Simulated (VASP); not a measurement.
**CoO: single point with LDA+U**

The system is CoO.

```xyz
2
Lattice="-1.5080 1.5080 2.1073 1.5080 -1.5080 2.1073 1.5080 1.5080 -2.1073" Properties=species:S:1:pos:R:3 pbc="T T T"
Co    0.0000    0.0000    0.0000
O     0.0000    0.0000    2.1073
```

* Program: VASP 6.6.1
* Task: single point
* Functional: LDA
* Potentials or basis: VASP PAW LDA potentials, release 64 (Co, O)
* Cutoff: 520 eV
* k mesh: 9 × 9 × 9
* Occupations: gaussian, width 0.05 eV
* Spin: collinear spin, ferromagnetic start
* Starting moments: [2.0, 0.0] μB
* Hubbard terms: Co d U = 7 eV

* Pressure: -18.6 GPa
* Band gap on the k mesh: none (metal or under the smearing width)
* Net moment: 3.00 μB per cell
* Site moments: Co +2.84; O +0.18 μB
* Valence electrons inside the program's atomic spheres: Co 7.87; O 4.98

Stress tensor (GPa, compression positive):
```
-16.11   0.00   0.00
  0.00 -16.11   0.00
  0.00   0.00 -23.56
```

Levels at points of the mesh, in eV from the Fermi level:
Spin up:
| k point | band 6 | band 7 | band 8 | band 9 | band 10 | band 11 | band 12 |
| --- | --- | --- | --- | --- | --- | --- | --- |
| (0.00, 0.00, 0.00) | -5.72 | -2.58 | -2.43 | -2.43 | 1.48 | 15.92 | 15.92 |
Spin down:
```
           k point  band 2  band 3  band 4  band 5  band 6  band 7  band 8  band 9  band 10  band 11
(0.00, 0.00, 0.00)   -3.99   -2.18   -2.07   -2.07   -1.07   -1.07    1.90    2.11     2.60    16.93
```

Eigenvalues of the final occupation matrices:
```csv
site,spin,trace,eigenvalues
site 1 d,1,5.00,0.98 0.98 0.98 1.03 1.04
site 1 d,2,2.20,0.10 0.12 0.50 0.50 0.97
```

Run time: 52 s on 1 thread of Intel(R) Xeon(R) Platinum 8375C CPU @ 2.90GHz (Ice Lake) (shared host), peak memory 0.15 GiB.

Caveat: a cell with one magnetic atom can't hold antiferromagnetic order, which such compounds often take. The state reached can hang on the start; a lower one may exist.
